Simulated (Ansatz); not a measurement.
A plane-wave DFT run in Ansatz 0.2.0 (scalar-relativistic PAW potentials unless the input names others): input and command.

```yaml
crystal:
  lattice:
    - [4.640382412, 0.0, 0.0]
    - [0.0, 4.640382412, 0.0]
    - [0.0, 0.0, 3.0063836717]
  atoms:
    - { symbol: Xx, position: [0.0, 0.0, -0.0222352604] }
    - { symbol: Ti, position: [0.5, 0.5, 0.4777647396] }
    - { symbol: O, position: [0.3056475955, 0.3056475955, 0.0332625543] }
    - { symbol: O, position: [0.1943524045, 0.8056475955, 0.5332625543] }
    - { symbol: O, position: [0.6943524045, 0.6943524045, 0.0332625543] }
    - { symbol: O, position: [0.8056475955, 0.1943524045, 0.5332625543] }
basis:
  ecutwfc: 420
kpoints:
  mp_grid: { grid: [6, 6, 10] }
hamiltonian:
  xc: pbe
  hubbard: { sites: [{ species: Ti, l: d, u_eff: 4.0 }] }
scf:
  occupations: { method: gaussian, width: 0.05 }
  max_iter: 75
output:
  forces: true
  eigenvalues: true
  stress: true
```

```bash
ansatz run input.yaml --threads 2 --pin off --max-ram 5120MiB --backend cpu --events-out ev --progress --plain --runs-dir out
```

Task: What will the program do with this input?

Result: The program refuses it, because of an unknown element (crystal.atoms[0].symbol: "Ti" → "Xx"). With the sound run's settings it is accepted.

Abridged log:
```
Error: YAML parse error: error: line 7 column 17: `Xx` is not an element symbol (H … Og, case-exact)
 --> <input>:7:17
  |
5 |     - [0.0, 0.0, 3.0063836717]
6 |   atoms:
7 |     - { symbol: Xx, position: [0.0, 0.0, -0.0222352604] }
  |                 ^ `Xx` is not an element symbol (H … Og, case-exact)
8 |     - { symbol: Ti, position: [0.5, 0.5, 0.4777647396] }
9 |     - { symbol: O, position: [0.3056475955, 0.3056475955, 0.0332625543] }
  |
```